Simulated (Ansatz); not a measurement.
# GaCo: the cost of one run

Program: Ansatz 0.2.0. Level of theory: DFT PBE, scalar-relativistic, plane waves, PAW, unless a step names another level. These are calculated values, not measurements.

4 further runs of the same task are left out: 4 set aside as unsound or not needed.

## 1. What the formula suggests

Pauling electronegativities: Ga 1.81, Co 1.88 (spread 0.07). It is an alloy, so charge balance gives no guide. Tabulated atomic sizes suggest about 14 Å³/atom. 20 candidates were drawn, by swapping species into database cells of other compounds, at random by space group and Wyckoff sites, or by hand, as the table says:

| name | made from | space group no. | Wyckoff sites | atoms (primitive cell) | V (Å³/atom) |
| --- | --- | --- | --- | --- | --- |
| c01 | random | 191 | Ga 2e; Co 2d | 4 | 15.5 |
| c02 | random | 221 | Ga 1b; Co 1a | 2 | 16.2 |
| c03 | database cell of NdTm | 187 | Ga 1a; Co 1d | 2 | 18.3 |
| c04 | random | 221 | Ga 3d, 1a; Co 3c, 1b | 8 | 18.0 |
| c05 | database cell of AlSb | 216 | Ga 4a; Co 4d | 2 | 18.2 |
| c06 | database cell of NaIn | 227 | Ga 8a; Co 8b | 4 | 15.5 |
| c07 | random | 123 | Ga 1a; Co 1b | 2 | 15.5 |
| c08 | database cell of TiRe | 221 | Ga 1a; Co 1b | 2 | 14.0 |
| c09 | random | 191 | Ga 2d; Co 2e | 4 | 17.9 |
| c10 | database cell of InAs | 216 | Ga 4c; Co 4a | 2 | 16.7 |
| c11 | database cell of GaAs | 216 | Ga 4d; Co 4a | 2 | 16.3 |
| c12 | database cell of TiN | 225 | Ga 4a; Co 4b | 2 | 11.7 |
| c13 | random | 191 | Ga 1a; Co 1b | 2 | 15.7 |
| c14 | database cell of YbGa | 123 | Ga 1d; Co 1a | 2 | 15.9 |
| c15 | random | 194 | Ga 2d; Co 2b | 4 | 14.8 |
| c16 | database cell of CrC | 187 | Ga 1b; Co 1e | 2 | 11.7 |
| c17 | database cell of CrSb | 194 | Ga 2c; Co 2a | 4 | 13.8 |
| c18 | database cell of TaRu | 123 | Ga 1a; Co 1d | 2 | 15.2 |
| c19 | database cell of CrN | 166 | Ga 3b; Co 3a | 2 | 11.8 |
| c20 | database cell of AgBr | 216 | Ga 4a; Co 4c | 2 | 16.1 |

## 2. Screening run of c08

Input file input.yaml:

```yaml
crystal:
  lattice:
    - [3.03509347, 0.0, 0.0]
    - [0.0, 3.03509347, 0.0]
    - [0.0, 0.0, 3.03509347]
  atoms:
    - { symbol: Ga, position: [0.0, 0.0, 0.0] }
    - { symbol: Co, position: [0.5, 0.5, 0.5], spin: 3.0 }
basis:
  ecutwfc: 420
kpoints:
  mp_grid: { grid: [6, 6, 6] }
hamiltonian:
  xc: pbe
scf:
  occupations: { method: gaussian, width: 0.2 }
  lower_state_search: "off"
output:
  forces: true
  stress: true
  eigenvalues: true
  populations: true
magnetization:
  spin_polarized: true
relax:
  adjacent_minimum: "off"
  f_tol: 0.08
  max_steps: 16
  cell: { stress_tol: 0.8 }
```

On the command line:

```bash
ansatz run input.yaml --threads 1 --pin off --max-ram 2560MiB --backend cpu --events-out ev --progress --plain --runs-dir out
```

**Question.** How long does this run take on 1 thread of Arm Neoverse V1, shared host, and how much memory does it need?

About 12 s, with a peak of 0.3 GiB.
